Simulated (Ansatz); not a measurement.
**LiF under several functionals and dispersion corrections (calculated)**

Starting cell:

```xyz
2
Lattice="0.0000 2.0140 2.0140 2.0140 0.0000 2.0140 2.0140 2.0140 0.0000" Properties=species:S:1:pos:R:3 pbc="T T T"
Li    0.0000    0.0000    0.0000
F     2.0140    2.0140    2.0140
```

Ansatz, plane waves and PAW, scalar-relativistic (no spin–orbit coupling), 10×10×10 k-mesh. No spin polarisation. In the setting of the table the starting cell (space group Fm-3m) has 2.848 × 2.848 × 2.848 Å, angles 60.0 / 60.0 / 60.0°. Each functional was followed to zero pressure by scaling the cell, shape and atoms held, then fitted over four more volumes within ±4 % of it.

Problem. Order the functionals by equilibrium volume, smallest first.
A. RPBE + D4
B. LDA
C. rPW86-PBE + rVV10
D. PBEsol + D3(BJ)
E. PBE + D4

Solution. B (7.47 Å³/atom), D (7.72 Å³/atom), C (8.18 Å³/atom), E (8.27 Å³/atom), A (8.58 Å³/atom).

Problem. What are the cells and stiffnesses?

Solution. 
```tsv
functional	V0 (Å³/atom)	cell	B0 (GPa)	B′ from the pressures	gap on the mesh	cutoff (eV)
rPW86-PBE + rVV10	8.18	2.850 × 2.850 × 2.850 Å, angles 60.0 / 60.0 / 60.0°	75	4.2	8.87 eV	420
LDA	7.47	2.764 × 2.764 × 2.764 Å, angles 60.0 / 60.0 / 60.0°	86	4.3	9.70 eV	420
RPBE + D4	8.58	2.896 × 2.896 × 2.896 Å, angles 60.0 / 60.0 / 60.0°	65	4.0	8.92 eV	420
PBEsol + D3(BJ)	7.72	2.795 × 2.795 × 2.795 Å, angles 60.0 / 60.0 / 60.0°	81	4.2	9.43 eV	420
PBE + D4	8.27	2.860 × 2.860 × 2.860 Å, angles 60.0 / 60.0 / 60.0°	70	4.2	8.98 eV	420
```

The volumes span 14.9 %, from LDA to RPBE + D4, and the stiffness falls as the cell grows.

Caveats: gaps at these levels are rough, and mostly too small.

Points behind the fit for PBE + D4:

| V (Å³/atom) | E − Emin (meV/atom) | P (GPa) |
| --- | --- | --- |
| 7.940 | 3.07 | 3.10 |
| 8.105 | 0.71 | 1.46 |
| 8.271 | 0.00 | -0.01 |
| 8.436 | 0.66 | -1.33 |
| 8.601 | 2.69 | -2.53 |
